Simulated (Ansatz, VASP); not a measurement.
## BC107 (B_C-B_C): VASP beside Ansatz

Aim: how closely do two programs agree when they are given the same cell, functional and k mesh? The structure shown is the start of the Ansatz relaxation below; VASP solves that cell, so the two are compared at the walk's first step.

Main program and level: Ansatz 0.2.0; plane waves, with VASP 6.6.1 beside it; single point at LDA.

### 1. The starting structure

The cell holds 216 atoms: 214 C and 2 B. Its edges and angles: a = 10.595 Å, b = 10.595 Å, c = 10.595 Å, α = 90.0°, β = 90.0°, γ = 90.0°. It derives from C (C (Fd-3m)). Nearest the centre at fractional (0.375, 0.375, 0.375): B215 at 0.75 Å, B216 at 0.75 Å, C31 at 1.89 Å, C78 at 1.90 Å, C107 at 1.91 Å, C105 at 1.93 Å, C106 at 1.94 Å, C16 at 1.95 Å.

### 2. Ansatz: relaxation, LDA

Ansatz runs on its default PAW (the set named soft_2) files.

The two programs are compared at the cell with which this relaxation starts, whose forces are those of its first step.

Contents of input.yaml:

```yaml
crystal:
  lattice:
    - [3.53172939, 0.0, 0.0]
    - [0.0, 3.53172939, 0.0]
    - [0.0, 0.0, 3.53172939]
  atoms:
    - { symbol: C, position: [0.0, 0.0, 0.0] }
    - { symbol: C, position: [0.0, 0.5, 0.5] }
    - { symbol: C, position: [0.5, 0.0, 0.5] }
    - { symbol: C, position: [0.5, 0.5, 0.0] }
    - { symbol: C, position: [0.25, 0.25, 0.25] }
    - { symbol: C, position: [0.25, 0.75, 0.75] }
    - { symbol: C, position: [0.75, 0.25, 0.75] }
    - { symbol: C, position: [0.75, 0.75, 0.25] }
  supercell: [3, 3, 3]
  defects:
    - { substitution: { at: 108, symbol: B } }
    - { substitution: { at: 104, symbol: B } }
basis:
  ecutwfc: 420
  xc_grid: 2
hamiltonian:
  xc: lda
kpoints:
  mp_grid: { grid: [1, 1, 1] }
scf:
  occupations: { method: fermi_dirac, width: 0.01 }
  max_iter: 80
output:
  forces: true
  charged_corrections:
    epsilon: 5.87
    static_epsilon: 5.87
    defect_position: [0.375, 0.375, 0.375]
relax:
  f_tol: 0.01
  max_steps: 80
  random_displacement: { amplitude: 0.05, seed: 8509 }
checkpoint:
  write: "../q0.relax_smeared.run"
  compress: false
  write_wavefunctions: true
  write_every: 100000
```

Launch:

```bash
> ansatz run input.yaml --threads 4 --pin off --max-ram 14131MiB --backend cpu --events-out ev --progress --plain --runs-dir out
```

Numbers of over 12 decimals in the logs are rounded to 6 here.

The program printed:

```text
Engine: ansatz 0.2.0, aarch64-unknown-linux-gnu
Pseudopotentials: kind: paw
Pseudopotential: C, paw, valence charge 4, recommended cutoff 420 eV (normal), C.paw.azcp
Pseudopotential: B, paw, valence charge 3, recommended cutoff 420 eV (normal), B.paw.azcp
Functional definition: SPW92
  exchange = slater_x
  correlation = pw_c
Crystal: 216 atoms, lattice volume = 1189.395 Å³
Basis set: ecut = 420 eV, 23127 PW (Γ), exchange–correlation on 144×144×144 points (8 copies of the dense FFT grid, shifted against one another)
Bands: 647, of which v1, the nominal top of the filled ones, is band 431 counted from 1 (430 counted from 0)
Symmetry: 1 space group operations
k-points: 1
Non-local potential: C, projectors of the file, l = 0: 2, l = 1: 2, l = 2: 1
Non-local potential: B, projectors of the file, l = 0: 2, l = 1: 2, l = 2: 1
PAW form: soft (Blöchl's): semilocal exchange-correlation on the pseudo side does not see the compensation charge
PAW frozen core: C, regenerated for the run's functional, and the local potential with it (the file was generated under x = pbe(κ = 0.804, μ = 0.219515), c = pbe(β = 0.066725))
PAW frozen core: B, regenerated for the run's functional, and the local potential with it (the file was generated under x = pbe(κ = 0.804, μ = 0.219515), c = pbe(β = 0.066725))
PAW one-centre angular grid: C, 110 points (default); XC on 64 Gauss nodes
PAW one-centre angular grid: B, 110 points (default); XC on 64 Gauss nodes
Initial density: superposition of atomic densities (neutral atoms: chi_scale 0, normalization atom), corrected by the library's trained network
Initial wavefunctions: pseudopotential atomic-orbital guess
Functional: x = slater, c = lda
SCF iter   1: F=—  HF=-52282.512483 eV  |F-HF|=—  |Δ(HF+E_count)|=         —  Δρ=1.01e-2  dr2=1.07e0  ethr=1.77e-3  ⟨swp⟩=6.0  Hψ=2915  notcnv=0  defer=59
preconditioner: auto → Resta (q_TF=auto, 2.586 Å⁻¹)  ε∞=4.4  [insulator: Δε(μ)=0.383 eV  Ē_g=17.046 eV  σ=0.010 eV  W_gap=1.00  n_scr=364 (ndim 8)  ℏωp=31.6 eV  f_vac=0.000  D(μ)=0.00/eV (n_scr^D=0)  ε∞_Penn≈4.4]
SCF iter   2: F=—  HF=-52282.316664 eV  |F-HF|=—  |Δ(HF+E_count)|=   1.96e-1  Δρ=5.04e-3  dr2=2.61e-1  ethr=1.24e-4  ⟨swp⟩=2.0  Hψ=799  notcnv=0  defer=191
SCF iter   3: F=—  HF=-52282.248950 eV  |F-HF|=—  |Δ(HF+E_count)|=   6.77e-2  Δρ=7.43e-4  dr2=7.56e-3  ethr=3.03e-5  ⟨swp⟩=3.0  Hψ=720  notcnv=0  defer=209
SCF iter   4: F=—  HF=-52282.247343 eV  |F-HF|=—  |Δ(HF+E_count)|=   1.61e-3  Δρ=1.39e-4  dr2=2.37e-4  ethr=8.77e-7  ⟨swp⟩=2.0  Hψ=728  notcnv=0  defer=209
SCF iter   5: F=—  HF=-52282.249251 eV  |F-HF|=—  |Δ(HF+E_count)|=   1.91e-3  Δρ=2.41e-5  dr2=8.77e-6  ethr=2.75e-8  ⟨swp⟩=2.0  Hψ=1076  notcnv=0  defer=209
SCF iter   6: F=-52282.249249 eV  HF=-52282.249249 eV  |F-HF|=2.91e-7  |Δ(HF+E_count)|=   1.81e-6  Δρ=4.48e-6  dr2=3.75e-7  ethr=2.90e-10  ⟨swp⟩=4.0  Hψ=1563  notcnv=0
SCF 1 converged in 6 iterations: F = -52282.249249 eV  dr2 = 3.75e-7
  greatest PAW one-centre occupation: 0.654 electrons in one spin orbital (limit 2), on the C atom at site 30 (counted from 0), in its partial waves of l = 0
relax step   1: F+E_penalty+E_count = -52282.24924920 eV  Δ(F+E_penalty+E_count) = +0.000e0 eV  max|allowed force component| = 3.937e0 eV/Å  Δτ_max = 0.0000 Å  (6 SCF iters, dr2 threshold 2.50e-6 eV, accepted)
Initial density: handed on by an earlier stage of this run
Initial wavefunctions: those handed on with the density
iter 1 solved again at ethr=4.54e-4 eV; its pass at ethr=3.10e-3 eV (dr2=3.91e0 eV) is discarded
SCF iter   1: F=—  HF=-52294.062240 eV  |F-HF|=—  |Δ(HF+E_count)|=         —  Δρ=1.73e-2  dr2=3.90e0  ethr=4.54e-4  ⟨swp⟩=1.0  Hψ=2970  notcnv=0  defer=97
preconditioner: auto → Resta (q_TF=auto, 2.586 Å⁻¹)  ε∞=4.4  [insulator: Δε(μ)=0.729 eV  Ē_g=17.110 eV  σ=0.010 eV  W_gap=1.00  n_scr=364 (ndim 8)  ℏωp=31.6 eV  f_vac=0.000  D(μ)=0.00/eV (n_scr^D=0)  ε∞_Penn≈4.4]
SCF iter   2: F=—  HF=-52293.383338 eV  |F-HF|=—  |Δ(HF+E_count)|=   6.79e-1  Δρ=8.13e-3  dr2=7.37e-1  ethr=4.53e-4  ⟨swp⟩=3.0  Hψ=615  notcnv=0  defer=98
SCF iter   3: F=—  HF=-52293.216256 eV  |F-HF|=—  |Δ(HF+E_count)|=   1.67e-1  Δρ=1.15e-3  dr2=8.81e-3  ethr=8.55e-5  ⟨swp⟩=3.0  Hψ=719  notcnv=0  defer=140
SCF iter   4: F=—  HF=-52293.216960 eV  |F-HF|=—  |Δ(HF+E_count)|=   7.04e-4  Δρ=1.71e-4  dr2=7.61e-4  ethr=1.02e-6  ⟨swp⟩=2.0  Hψ=1121  notcnv=0  defer=209
SCF iter   5: F=—  HF=-52293.216856 eV  |F-HF|=—  |Δ(HF+E_count)|=   1.04e-4  Δρ=5.46e-5  dr2=5.42e-5  ethr=8.83e-8  ⟨swp⟩=2.0  Hψ=614  notcnv=0  defer=209
SCF iter   6: F=-52293.216842 eV  HF=-52293.216843 eV  |F-HF|=1.20e-6  |Δ(HF+E_count)|=   1.32e-5  Δρ=7.61e-6  dr2=1.44e-6  ethr=6.28e-9  ⟨swp⟩=3.0  Hψ=1356  notcnv=0
SCF 2 converged in 6 iterations: F = -52293.216842 eV  dr2 = 1.44e-6
[...]
- { symbol: C, position: [0.416578, 0.584110, 0.584051] }
    - { symbol: C, position: [0.584189, 0.416501, 0.584059] }
    - { symbol: C, position: [0.584189, 0.584119, 0.416441] }
    - { symbol: C, position: [0.333210, 0.333140, 0.666489] }
    - { symbol: C, position: [0.333210, 0.499903, 0.833084] }
    - { symbol: C, position: [0.499976, 0.333142, 0.833085] }
    - { symbol: C, position: [0.499649, 0.499577, 0.666229] }
    - { symbol: C, position: [0.416467, 0.416396, 0.749875] }
    - { symbol: C, position: [0.416578, 0.583290, 0.916359] }
    - { symbol: C, position: [0.583361, 0.416508, 0.916361] }
    - { symbol: C, position: [0.583292, 0.583220, 0.749858] }
    - { symbol: C, position: [0.333177, 0.667081, -0.000745161] }
    - { symbol: C, position: [0.333298, 0.833316, 0.166384] }
    - { symbol: C, position: [0.499843, 0.667369, 0.165501] }
    - { symbol: C, position: [0.499977, 0.833348, -0.000483739] }
    - { symbol: C, position: [0.416698, 0.750420, 0.082594] }
    - { symbol: C, position: [0.416661, 0.916591, 0.249771] }
    - { symbol: C, position: [0.583344, 0.750133, 0.249515] }
    - { symbol: C, position: [0.583464, 0.916496, 0.082996] }
    - { symbol: C, position: [0.333210, 0.666546, 0.333081] }
    - { symbol: C, position: [0.333210, 0.833141, 0.499843] }
    - { symbol: C, position: [0.499648, 0.666288, 0.499515] }
    - { symbol: C, position: [0.499977, 0.833144, 0.333082] }
    - { symbol: C, position: [0.416466, 0.749933, 0.416337] }
[...]
- { symbol: C, position: [0.666372, 0.666301, 0.666241] }
    - { symbol: C, position: [0.666565, 0.833070, 0.833012] }
    - { symbol: C, position: [0.833141, 0.666496, 0.833012] }
    - { symbol: C, position: [0.833140, 0.833069, 0.666437] }
    - { symbol: C, position: [0.749937, 0.749864, 0.749806] }
    - { symbol: C, position: [0.750043, 0.916534, 0.916476] }
    - { symbol: C, position: [0.916604, 0.749970, 0.916476] }
    - { symbol: C, position: [0.916603, 0.916533, 0.749914] }
```

Reading the cycles: dr2 is the Hartree energy of the density residual (eV), the measure of convergence; HF is the Harris–Foulkes estimate of the energy, which meets the free energy F at convergence.

### 3. VASP: single point, LDA, start cell

The same cell, functional (in two slightly different forms), mesh and smearing now go to VASP, with its own data sets.

Lines of VASP's logs that name or quote its potential files are left out, and so is its time.

Contents of INCAR:

```
SYSTEM = BC107
PREC = Accurate
ENCUT = 520
EDIFF = 1E-06
NELM = 120
ISMEAR = -1
SIGMA = 0.01
LREAL = Auto
ALGO = Normal
GGA = CA
NBANDS = 582
LORBIT = 11
LWAVE = .FALSE.
LCHARG = .FALSE.
ISIF = 2
LASPH = .TRUE.
GGA_COMPAT = .FALSE.
EFERMI = MIDGAP
```

Contents of POSCAR:

```
BC107
1.0
   10.5951881554      0.0000000000      0.0000000000
    0.0000000000     10.5951881554      0.0000000000
    0.0000000000      0.0000000000     10.5951881554
C B
214 2
Direct
    0.0023001007      0.9960550016      0.0011902573
    0.9972444095      0.1647876351      0.1700052867
[... 3 atom lines left out ...]
    0.0874045828      0.2519364414      0.2513947804
    0.2507644943      0.0804275476      0.2536389124
    0.2544052036      0.2489428183      0.0820117573
[... 3 atom lines left out ...]
    0.1651567650      0.1654131078      0.3290416318
[... 3 atom lines left out ...]
    0.2482482577      0.2468920761      0.4135775539
[... 10 atom lines left out ...]
    0.1690519294      0.3372907538      0.1657079586
[... 2 atom lines left out ...]
    0.0850363379      0.5828704417      0.2543767001
    0.2499930120      0.4152720023      0.2545082693
[... 3 atom lines left out ...]
    0.1686903502      0.3348895695      0.4960310211
    0.1701973550      0.4973102811      0.3317303995
    0.0830774298      0.4180434491      0.4121601180
[... 1 atom line left out ...]
    0.2496084035      0.4209388200      0.5852994689
    0.2482908242      0.5799852641      0.4195195909
[... 3 atom lines left out ...]
    0.1679221713      0.5035248947      0.6637911377
[... 29 atom lines left out ...]
    0.3289481932      0.1681687926      0.1675524751
[... 3 atom lines left out ...]
    0.4167283238      0.2546693801      0.2493193100
[... 1 atom line left out ...]
    0.5786640983      0.2493163841      0.0833599165
    0.3348853223      0.0040358887      0.3352235890
    0.3289461168      0.1676516711      0.4985673612
[... 1 atom line left out ...]
    0.4954002631      0.1666684889      0.3322787617
    0.4168173264      0.0828674288      0.4119730519
    0.4191857601      0.2473933413      0.5803118274
[... 1 atom line left out ...]
    0.5841059082      0.2546422924      0.4163166274
[... 9 atom lines left out ...]
    0.3349341180      0.5039724563      0.1686483500
    0.5014352668      0.3377122659      0.1656493471
[... 1 atom line left out ...]
    0.4129934208      0.4182296657      0.0808165922
    0.4146670107      0.5827653940      0.2542366365
    0.5850959803      0.4206201848      0.2518796232
[... 1 atom line left out ...]
    0.3299918745      0.5022285515      0.4975223585
    0.5035701983      0.3362541512      0.4990036913
    0.4964747131      0.5021889108      0.3355808267
    0.4194615456      0.5824906466      0.5796253837
    0.5879370813      0.4156303725      0.5833694418
    0.5866117627      0.5800922938      0.4176754518
    0.3342979802      0.3287145022      0.6665924093
[... 2 atom lines left out ...]
    0.4996559686      0.4952949323      0.6665472001
    0.4158474522      0.4186928004      0.7458174300
[... 11 atom lines left out ...]
    0.3337643417      0.6704249038      0.3361546721
[... 1 atom line left out ...]
    0.5033467950      0.6699160879      0.5007147511
[... 1 atom line left out ...]
    0.4196692814      0.7465836268      0.4179247159
[... 43 atom lines left out ...]
    0.6684174831      0.3289535730      0.3334815718
    0.6620723386      0.5000472783      0.5010771798
[... 2 atom lines left out ...]
    0.7477218794      0.4139684860      0.4197971697
[... 35 atom lines left out ...]
    0.3325936216      0.3324094814      0.3379016915
    0.4193876442      0.4141069451      0.4137832133
```

Contents of KPOINTS:

```
Automatic mesh
0
Gamma
1 1 1
0 0 0
```

Potentials, in the order of the species: C and B (LDA family, release 64).

Launch:

```bash
> export OMP_NUM_THREADS=3
> mpirun -np 1 vasp_gam
```

The program printed:

```text
[banner, memory and clock lines left out]
running    1 mpi-ranks, on    1 nodes
[...]
Offloading initialized ...    1 GPUs detected
[...]
LDA part: xc-table for (Slater(with rela. corr.)+CA(PZ))
 , standard interpolation
 POSCAR, INCAR and KPOINTS ok, starting setup
[...]
entering main loop
       N       E                     dE             d eps       ncg     rms          rms(c)
DAV:   1     0.598654951337E+04    0.59865E+04   -0.52920E+05  1164   0.155E+03
DAV:   2    -0.165561972740E+04   -0.76422E+04   -0.71453E+04  1514   0.357E+02
DAV:   3    -0.224768517432E+04   -0.59207E+03   -0.58518E+03  1464   0.943E+01
DAV:   4    -0.226145865760E+04   -0.13773E+02   -0.13702E+02  1440   0.159E+01
[...]
DAV:  14    -0.216349046265E+04   -0.17034E-05   -0.48166E-05  1416   0.882E-03    0.115E-02
DAV:  15    -0.216349046224E+04    0.41181E-06   -0.13345E-05  1424   0.415E-03    0.486E-03
DAV:  16    -0.216349046180E+04    0.43872E-06   -0.30248E-06   928   0.187E-03
   1 F= -.21634905E+04 E0= -.21634905E+04  d E =-.278617E-05
```

From OUTCAR (step 3):

```text
  FREE ENERGIE OF THE ION-ELECTRON SYSTEM (eV)
  ---------------------------------------------------
  free  energy   TOTEN  =     -2163.4904617988 eV

  energy  without entropy=    -2163.4904590126  energy(sigma->0) =    -2163.49046041
```

The run ends at a pressure of 5.40 GPa, with forces up to 5.6 eV/Å.

### 4. Side by side

Known differences besides the potentials themselves: the two LDA forms differ slightly; the cutoff is 420 eV in Ansatz and 520 eV in VASP (PREC = Accurate, projectors in real space); VASP's log shows a relativistic correction to its local exchange, Ansatz's none. Total energies have different zeros and are not compared.

Forces on 9 of the 216 atoms, those with the largest forces and the largest differences (eV/Å; atoms numbered as in POSCAR):

```csv
atom,"Ansatz x, y, z","VASP x, y, z"
C61,"-2.325, -2.868, 1.360","-2.337, -2.874, 1.363"
C105,"-0.139, -0.938, 1.740","-0.116, -0.953, 1.726"
C117,"-3.158, -1.288, 2.086","-3.173, -1.292, 2.090"
C135,"1.471, 3.166, -2.532","1.483, 3.183, -2.547"
C138,"-1.242, -1.579, -2.423","-1.241, -1.592, -2.453"
C149,"-3.328, -0.169, 1.883","-3.347, -0.170, 1.882"
C154,"0.698, 1.392, -3.868","0.697, 1.399, -3.896"
B215,"-3.937, -2.184, -3.413","-3.943, -2.179, -3.403"
B216,"2.824, 3.197, 3.587","2.830, 3.192, 3.581"
```

The forces differ by 9.5 meV/Å r.m.s., which is 0.6 % of the r.m.s. force of 1.531 eV/Å (both taken over all components).

### 5. Summary of results

```yaml
r_m_s_force_difference_single_point_lda_start_cell: 0.62 % of the r.m.s. force
```

The r.m.s. force difference is 0.62 % of the r.m.s. force (single point, LDA, start cell), within the 3 % picked in this series as the mark of a large difference. 1 further run of this series is not shown here. How closely two codes agree says nothing of how well the functional describes the real material.

[Lines on the potential files, build, host, timing and source positions are cut from VASP's logs without a mark.]

[Logs are printed without paths, hosts, clocks, repeated set-up lines and the standing remarks that a program may print on its own settings, such as how far it seeks lower states.]

[Hosts, paths, dates, database ids (printed as entryN), source tags and the programs' standing remarks are cut or masked in the printed files.]
